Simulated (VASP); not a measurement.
# K (P6_3/mmc) in VASP: further runs, part 2 of 2

VASP 6.6.1. Earlier steps stand in the parts before.

## 4. Single point, PBE (K replaced by Cs, lengths x 1.121, strained and moved within the space group)

Input file INCAR:

```
  PREC = Accurate
  ENCUT = 520
  EDIFF = 1E-6
  ISMEAR = 0
  SIGMA = 0.1
  LREAL = False
  LASPH = True
  NELM = 80
  ALGO = Fast
  ISIF = 2
  LWAVE = False
  LCHARG = True
  GGA = PE
  LELF = True
  LVHAR = True
  NBANDS = 16
```

Input file KPOINTS:

```
Automatic mesh
0
Gamma
  9 9 6
```

Input file POSCAR:

```
Cs
1.0
    5.5104851988      0.0000000000      0.0000000000
   -2.7552425994      4.7722201693      0.0000000000
    0.0000000000      0.0000000000      9.0599229634
Cs
2
Direct
    0.3333333300      0.6666666700      0.2500000000
    0.6666666700      0.3333333300      0.7500000000
```

Potentials or basis: VASP PAW PBE potentials, release 64 (Cs_sv).

On the command line:

```
cat potpaw_PBE.64/Cs_sv/POTCAR > POTCAR
mpirun -np 1 vasp_std > vasp.out
```

OUTCAR:

```text
PREC = Accurate
   ENCUT = 520
   EDIFF = 1E-6
   ISMEAR = 0
   LREAL = False
   LASPH = True
   NELM = 80
   ISIF = 2
   GGA = PE

 ion  position               nearest neighbor table
   1  0.333  0.667  0.250-
   2  0.667  0.333  0.750-

  LATTYP: Found a hexagonal cell.
 ALAT       =     5.5104851988
 C/A-ratio  =     1.6441243623

  Lattice vectors:

 A1 = (   5.5104851988,   0.0000000000,   0.0000000000)
 A2 = (  -2.7552425994,   4.7722201693,   0.0000000000)
 A3 = (   0.0000000000,   0.0000000000,   9.0599229634)

Analysis of symmetry for initial positions (statically):
=====================================================================
 Subroutine PRICEL returns:
 Original cell was already a primitive cell.

 Routine SETGRP: Setting up the symmetry group for a
 hexagonal supercell.

 Subroutine GETGRP returns: Found 24 space group operations
 (whereof 12 operations were pure point group operations)
 out of a pool of 24 trial point group operations.

The static configuration has the point symmetry D_3d.
 The point group associated with its full space group is D_6h.

Analysis of symmetry for dynamics (positions and initial velocities):
=====================================================================
 Subroutine PRICEL returns:
 Original cell was already a primitive cell.

 Routine SETGRP: Setting up the symmetry group for a
 hexagonal supercell.

 Subroutine GETGRP returns: Found 24 space group operations
 (whereof 12 operations were pure point group operations)
 out of a pool of 24 trial point group operations.

The dynamic configuration has the point symmetry D_3d.
 The point group associated with its full space group is D_6h.

 Subroutine INISYM returns: Found 24 space group operations
 (whereof 12 operations are pure point group operations),
 and found     1 'primitive' translations

----------------------------------------------------------------------------------------
[... 108 lines left out ...]
   ISMEAR =     0;   SIGMA  =   0.10  broadening in eV -4-tet -1-fermi 0-gaus
   EFERMI_NEDOS =   21; number of points for ismear=-14 and -15
   IALGO  =     68    algorithm
   IMIX   =      4    mixing-type and parameters
     AMIX     =   0.40;   BMIX     =  1.00
     AMIX_MAG =   1.60;   BMIX_MAG =  1.00
  volume/ion in A,a.u.               =     119.13       803.90
  Fermi-wavevector in a.u.,A,eV,Ry     =   0.692076  1.307835  6.516780  0.478970
  Thomas-Fermi vector in A             =   1.773907
   LORBIT       =      0    0 simple, 1 ext, 2 COOP (PROOUT), +10 PAW based schemes
   GGA     = PE    functional components
   LHFCALC =     F    Hartree Fock is set to
   AEXX    =    0.0000 exact exchange contribution
   IVDW    =     0    specifies the selected vdW correction
   LEPSILON=     F    determine dielectric tensor
   LRPA    =     F    only Hartree local field effects (RPA)
 non-spin polarized calculation
 RMM-DIIS sequential band-by-band and
 Gauss-broadening in eV      SIGMA  =   0.10
  energy-cutoff  :      520.00
  volume of cell :      238.25
 maximum number of plane-waves:      6442
 NGX is ok and might be reduce to    42
   NGX = 21   NGY = 21   NGZ = 33

 number of electron      18.0000001 magnetization

 Free energy of the ion-electron system (eV)
  ---------------------------------------------------
  ext. energy  EPLUGINS =         0.00000000
  ---------------------------------------------------
  free energy    TOTEN  =        -1.70938752 eV

  energy without entropy =       -1.69571387  energy(sigma->0) =       -1.70255069

 E-fermi :   0.3823     XC(G=0):  -5.3183

 val. band max:        0.3780394014   @ k =   0.3333   0.1111   0.5000
 cond. band min:       0.4058959437   @ k =   0.1111   0.1111   0.1667
 fundamental gap:      0.0278565423
 Fermi energy:         0.3823491079

 k-point     1 :       0.0000    0.0000    0.0000
  band No.  band energies     occupation
      1     -23.5052      2.00000
      2     -23.5002      2.00000
      3     -10.3731      2.00000
      4     -10.2703      2.00000
      5     -10.2703      2.00000
      6     -10.2552      2.00000
[... 433 lines left out ...]
      3     -10.3421      2.00000
      4     -10.3357      2.00000
      5     -10.3357      2.00000
      6     -10.3124      2.00000
[... 8 lines left out ...]
     15       2.5465      0.00000
     16       3.4291      0.00000

 [... further k-points ...]
[... 5 lines left out ...]
  --------------------------------------------------------------------------------------
  -------------------------------------------------------------------------------------
  Total       -0.0617225     -0.0617225     -0.0449274     -0.0000000      0.0000000      0.0000000
  in kB       -0.4150682     -0.4150682     -0.3021255     -0.0000000      0.0000000      0.0000000
  external PRESSURE =      -0.3774206 kB  Pullay stress =       0.0000000 kB

 VOLUME and BASIS-vectors are now :
 -----------------------------------------------------------------------------
  energy-cutoff  :      520.00
  volume of cell :      238.25
      direct lattice vectors                 reciprocal lattice vectors
     5.510485199  0.000000000  0.000000000     0.181472223  0.104773037  0.000000000
    -2.755242599  4.772220169  0.000000000     0.000000000  0.209546074  0.000000000
     0.000000000  0.000000000  9.059922963     0.000000000  0.000000000  0.110376214

 POSITION                                       TOTAL-FORCE (eV/Angst)
 -----------------------------------------------------------------------------------
     -0.00000      3.18148      2.26498         0.000000     -0.000000      0.000000
      2.75524      1.59074      6.79494        -0.000000      0.000000      0.000000
 -----------------------------------------------------------------------------------
    total drift:                               -0.000005      0.000003     -0.000000

  FREE ENERGIE OF THE ION-ELECTRON SYSTEM (eV)
  ---------------------------------------------------
  free  energy   TOTEN  =        -1.7093875233 eV

  energy  without entropy=       -1.6957138661  energy(sigma->0) =       -1.70255069
```

OSZICAR:

```text
N       E                     dE             d eps       ncg     rms          rms(c)
DAV:   1     0.136551319066E+03    0.13655E+03   -0.59089E+03  1536   0.808E+02
DAV:   2     0.158470200367E+02   -0.12070E+03   -0.11611E+03  2456   0.150E+02
DAV:   3    -0.131729352813E+01   -0.17164E+02   -0.17081E+02  1912   0.608E+01
DAV:   4    -0.170314971548E+01   -0.38586E+00   -0.38577E+00  2056   0.106E+01
DAV:   5    -0.170600926183E+01   -0.28595E-02   -0.28595E-02  2136   0.925E-01    0.179E-01
RMM:   6    -0.170719603510E+01   -0.11868E-02   -0.25468E-03  1582   0.238E-01    0.124E-01
RMM:   7    -0.170921426360E+01   -0.20182E-02   -0.79617E-03  1642   0.388E-01    0.496E-02
RMM:   8    -0.170937243253E+01   -0.15817E-03   -0.49150E-04  1892   0.118E-01    0.513E-03
RMM:   9    -0.170938575754E+01   -0.13325E-04   -0.98049E-05  2181   0.436E-02    0.322E-03
RMM:  10    -0.170938783386E+01   -0.20763E-05   -0.24327E-05  2203   0.185E-02    0.176E-03
RMM:  11    -0.170938752326E+01    0.31060E-06   -0.49313E-06  1917   0.847E-03
   1 F= -.17093875E+01 E0= -.17025507E+01  d E =-.136737E-01
```

It took 3.5 min on 1 thread of Intel Xeon Platinum 8488C (Sapphire Rapids), shared host; peak memory 0.41 GiB.

What came out:

```
Free energy            : -1.7094 eV
Pressure               : 0.0 GPa
Band gap on the k mesh : none (metal or under the smearing width)
```

## 5. The runs side by side

| level | potentials or basis | cell | k mesh | gap on the mesh (eV) | pressure (GPa) |
| --- | --- | --- | --- | --- | --- |
| PBEsol | VASP PAW PBE potentials, release 64 (K_sv) | functional PBEsol, strained and moved within the space group | 12 × 12 × 6 | none | -0.5 |
| PBE | VASP PAW PBE potentials, release 64 (K_sv) | strained and moved within the space group | 12 × 12 × 6 | none | 0.0 |
| PBE | VASP PAW PBE potentials, release 64 (Cs_sv) | K replaced by Cs, lengths x 1.121, strained and moved within the space group | 9 × 9 × 6 | none | 0.0 |

Alike in all rows: task single point; no spin polarisation; cutoff (eV) 520; smearing gaussian 0.1 eV.

Caveats: the PAW data sets were made with another functional, which shifts forces and pressure a little (some runs).

Absolute energies hang on the potentials; compare differences alone.
